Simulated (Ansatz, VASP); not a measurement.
# Two plane-wave programs on Pt

Contents of INCAR:

```
SYSTEM = Pt
PREC = Accurate
ENCUT = 520
EDIFF = 1E-6
ISMEAR = 0
SIGMA = 0.15
LREAL = .False.
LASPH = .True.
NELM = 100
ALGO = Normal
ISIF = 2
LWAVE = .False.
LCHARG = .False.
GGA = PE
NBANDS = 11
```

KPOINTS

```
regular mesh
0
Gamma
  26 26 26
  0 0 0
```

Contents of POSCAR:

```
Pt
1.0
   -0.0595516516      1.9850550540      1.9850550540
    1.9850550540     -0.0595516516      1.9850550540
    1.9255034024      1.9255034024      0.0000000000
Pt
1
Direct
    0.0000000000      0.0000000000      0.0000000000
```

Input for Ansatz:

```yaml
crystal:
  lattice:
    - [-0.0595516516, 1.985055054, 1.985055054]
    - [1.985055054, -0.0595516516, 1.985055054]
    - [1.9255034024, 1.9255034024, 0.0]
  atoms:
    - { symbol: Pt, position: [0.0, 0.0, 0.0] }
basis:
  ecutwfc: 420
kpoints:
  mp_grid: { grid: [26, 26, 26] }
hamiltonian:
  xc: pbe
scf:
  occupations: { method: gaussian, width: 0.15 }
output:
  forces: true
  stress: true
  eigenvalues: true
```

Change from the starting cell: strain -0.0600 x Voigt [0, 0, 0, 0, 0, 1], atoms carried along.

Alike in both runs: task single point; functional PBE; k mesh 26 × 26 × 26; occupations gaussian, width 0.15 eV; no spin polarisation.

|  | VASP | Ansatz |
| --- | --- | --- |
| version | VASP 6.6.1 | Ansatz 0.2.0 |
| potentials or method | VASP PAW PBE potentials, release 64 (Pt) | scalar-relativistic, plane waves, PAW |
| plane-wave cutoff (eV) | 520 | 420 |
| valence electrons in the cell | 10 | 18 |

Ansatz gave:

```
gap on the k mesh at the Fermi level (eV)       : none
pressure (GPa)                                  : 1.0
largest component of the traceless stress (GPa) : 4.32
```

Question: Which values does VASP return?

Answer: gap on the k mesh at the Fermi level (eV): none; pressure (GPa): 0.5; largest component of the traceless stress (GPa): 4.33.

A gap of «none» marks a metal or a gap that the smearing closes. The two sets of potentials don't hold the same shells in valence.

The runs have no spin-orbit coupling, so splittings on Pt are missing.
